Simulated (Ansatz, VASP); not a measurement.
**One calculation of NbP, two programs**

```
CELL_PARAMETERS angstrom
-1.67492 1.67492 5.74011
1.67492 -1.67492 5.74011
1.67492 1.67492 -5.74011
ATOMIC_POSITIONS crystal
Nb 0.24988 0.74988 0.50000
Nb 0.49988 0.49988 0.00000
P 0.83275 0.33275 0.50000
P 0.08275 0.08275 0.00000
```

The cell is a database's computed one.

Alike in both runs: functional LDA; k mesh 11 × 11 × 11; occupations fermi-dirac, width 0.05 eV; no spin polarisation.

|  | VASP | Ansatz |
| --- | --- | --- |
| version | VASP 6.6.1 | Ansatz 0.2.0 |
| potentials or method | VASP PAW LDA potentials, release 64 (Nb_sv, P) | Ansatz PAW |
| plane-wave cutoff (eV) | 520 | 420 |
| valence electrons in the cell | 36 | 36 |
| task | single point | band structure |

|  | VASP | Ansatz | Ansatz less VASP |
| --- | --- | --- | --- |
| gap on the k mesh at the Fermi level (eV) | none | none | - |
| pressure (GPa) | -9.5 | -9.4 | +0.12 |
| largest component of the traceless stress (GPa) | 0.13 | 0.14 | +0.005 |
| rms of the force components (eV/Å) | 0.009 | 0.009 | 0.0000 |

Atom by atom the forces differ by 0.000 eV/Å (rms over components). A gap of «none» marks a metal or a gap that the smearing closes.

Caveats: the PAW data sets come from PBE, with cores solved anew for the run's functional, which leaves a small shift of forces and pressure (Ansatz).
